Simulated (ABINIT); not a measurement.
A run of ABINIT 10.8.3 (patched build) is set up as follows.

File run.abi:

```
ndtset 2

pp_dirpath "./"
pseudos "Si.GGA_PBE-JTH.xml, C.GGA_PBE-JTH.xml"

acell 5.8127975593 5.8127975593 9.5393374771
rprim
     1.0000000000     0.0000000000     0.0000000000
    -0.5000000000     0.8660254038     0.0000000000
     0.0000000000     0.0000000000     1.0000000000
ntypat 2
znucl 14 6
natom 4
typat 1 1 2 2
xcart
     1.5380000002     0.8879647139     2.5240000000
    -0.0000000002     1.7759294281     0.0000000000
     1.5380000002     0.8879647139     4.4674800000
    -0.0000000002     1.7759294281     1.9434800000 Angstrom

ecut 544.227725 eV
pawecutdg 40.0

ixc -109134

occopt 3
tsmear 0.00183747

nstep 100

iomode 3
prtwf 0
prteig 0
prtebands 0
enunit 1
prtden1 1

kptopt1 1
ngkpt1 10 10 5
nshiftk1 1
shiftk1 0.0 0.0 0.0
nband1 12
tolvrs1 1.0e-9

iscf2 -2
getden2 1
nband2 16
nbdbuf2 2
tolwfr2 1.0e-12
kptopt2 -7
ndivsm2 5
prteig2 1
prtvol2 -3
kptbounds2
     0.0000000000     0.0000000000     0.0000000000
     0.5000000000     0.0000000000     0.0000000000
     0.3333333333     0.3333333333     0.0000000000
     0.0000000000     0.0000000000     0.0000000000
     0.0000000000     0.0000000000     0.5000000000
     0.5000000000     0.0000000000     0.5000000000
     0.3333333333     0.3333333333     0.5000000000
     0.0000000000     0.0000000000     0.5000000000
```

Potentials or basis: JTH PAW PBE v2.0.

Run with:

```console
$ abinit run.abi > log 2>&1
```

(1) What does it give for the band gap along the path?

(2) Predict the band gap on the k mesh.

Answers

(1) 2.37 eV, indirect (least direct gap 4.12 eV).

(2) 2.52 eV, indirect (least direct gap 4.12 eV).

Caveat: the mesh misses the band edges, which the band path finds closer together.
